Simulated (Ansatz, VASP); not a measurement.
# One calculation of WSe2, two programs

INCAR

```
PREC     = Accurate       # precision mode
ENCUT    = 520            # plane-wave cutoff, eV
EDIFF    = 1E-7           # SCF threshold, eV
ISMEAR   = 0              # smearing method
SIGMA    = 0.01           # smearing width, eV
LREAL    = F              # projectors in reciprocal space
LASPH    = T              # aspherical terms in the spheres
NELM     = 100            # most SCF steps
ALGO     = Normal         # electronic algorithm
ISIF     = 2              # what is computed and relaxed
LWAVE    = F              # write WAVECAR
LCHARG   = F              # write CHGCAR
NBANDS   = 35             # bands
```

File KPOINTS:

```
regular mesh
0
Gamma
  9 9 2
```

Contents of POSCAR:

```
WSe2
1.0
    3.2820020026      0.0000000000      0.0000000000
   -1.6410010013      2.8422971095      0.0000000000
    0.0000000000      0.0000000000     12.9600000000
W Se
2 4
Direct
    0.3333333333      0.6666666667      0.2500000000
    0.6666666667      0.3333333333      0.7500000000
    0.3333333333      0.6666666667      0.6211000000
    0.6666666667      0.3333333333      0.1211000000
    0.3333333333      0.6666666667      0.8789000000
    0.6666666667      0.3333333333      0.3789000000
```

Input for Ansatz:

```yaml
crystal:
  lattice:
    - [3.2820020026, 0.0, 0.0]
    - [-1.6410010013, 2.8422971095, 0.0]
    - [0.0, 0.0, 12.96]
  atoms:
    - { symbol: W, position: [0.3333333333, 0.6666666667, 0.25] }
    - { symbol: W, position: [0.6666666667, 0.3333333333, 0.75] }
    - { symbol: Se, position: [0.3333333333, 0.6666666667, 0.6211] }
    - { symbol: Se, position: [0.6666666667, 0.3333333333, 0.1211] }
    - { symbol: Se, position: [0.3333333333, 0.6666666667, 0.8789] }
    - { symbol: Se, position: [0.6666666667, 0.3333333333, 0.3789] }
scf:
  occupations: { method: fixed }
output:
  forces: false
  stress: false
  eigenvalues: true
  eigenstates:
    kpoints:
      - [0.3333333333333, 0.3333333333333, 0]
      - [0, 0, 0]
      - [0.3333333333333, 0.3333333333333, 0.5]
    e_range: [-2.5, 3]
  write_density: true
  write_potential: true
  elf: true
  volumetric_format: npy
kpoints:
  mp_grid: { grid: [9, 9, 2] }
hamiltonian:
  xc: lda
```

Alike in both runs: task single point; functional LDA; k mesh 9 × 9 × 2; no spin polarisation.

|  | VASP | Ansatz |
| --- | --- | --- |
| version | VASP 6.6.1 | Ansatz 0.2.0 |
| potentials or method | VASP PAW LDA potentials, release 64 (W_sv, Se) | scalar-relativistic, plane waves, PAW |
| plane-wave cutoff (eV) | 520 | 420 |
| occupations | gaussian, width 0.01 eV | fixed |
| valence electrons in the cell | 52 | 92 |

```tsv
	VASP	Ansatz	Ansatz less VASP
gap on the k mesh at the Fermi level (eV)	1.01	1.02	+0.010
least direct gap on the mesh (eV)	1.53	1.53	-0.004
```

The two sets of potentials don't hold the same shells in valence.

Caveats: spin-orbit coupling is left out, which moves the levels of the heavy elements; an odd mesh through Γ misses points on the zone boundary, where band edges often lie.
